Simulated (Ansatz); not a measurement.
Ta under changes of volume

One of the cells (18.819 Å³/atom); the others are scaled copies at fixed shape and fractional positions:

```xyz
2
Lattice="2.9004 0.0000 0.0000 -1.4502 2.5118 0.0000 0.0000 0.0000 5.1663" Properties=species:S:1:pos:R:3 pbc="T T T"
Ta    0.0000    1.6745    1.2916
Ta    1.4502    0.8373    3.8747
```

This isn't the form of Ta at room conditions, which is bcc.

```yaml
Program: Ansatz 0.2.0
Functional: LDA
Potentials_or_basis: all-electron LAPW, scalar-relativistic
Cutoff: 252 eV (chosen from the basis error)
Basis_error_allowed: 0.001 eV/atom
k_mesh: 11 × 11 × 5
Occupations: fermi-dirac, width 0.05 eV
Spin: no spin polarisation
```

| volume (Å³/atom) | energy over the lowest point (meV/atom) | pressure (GPa) |
| --- | --- | --- |
| 17.689 | 0.00 | -0.4 |
| 18.066 | 6.33 | -4.7 |
| 18.442 | 22.19 | -8.5 |
| 18.819 | 46.60 | -12.0 |
| 19.195 | 78.69 | -15.1 |
| 19.571 | 117.71 | -17.9 |
| 19.948 | ? | ? |

Q: What does the run at 19.948 Å³/atom give?

A: Energy over the lowest point 162.98 meV/atom; pressure -20.4 GPa.

Worked out: A Birch-Murnaghan fit of order 3 (a polynomial in V^(-2/3)) to the other rows has its minimum at 17.65 Å³/atom, just outside them, with B0 = V·E''(V) = 213 GPa and B' = 3.9 at fixed shape and positions, which overstates the stiffness. It gives 163.10 meV/atom at 19.948 Å³/atom, against the run's 162.98, and -dE/dV = -20.5 GPa, against -20.4.

Energies are extrapolated to zero smearing.

The runs don't all hold the same shells in valence.
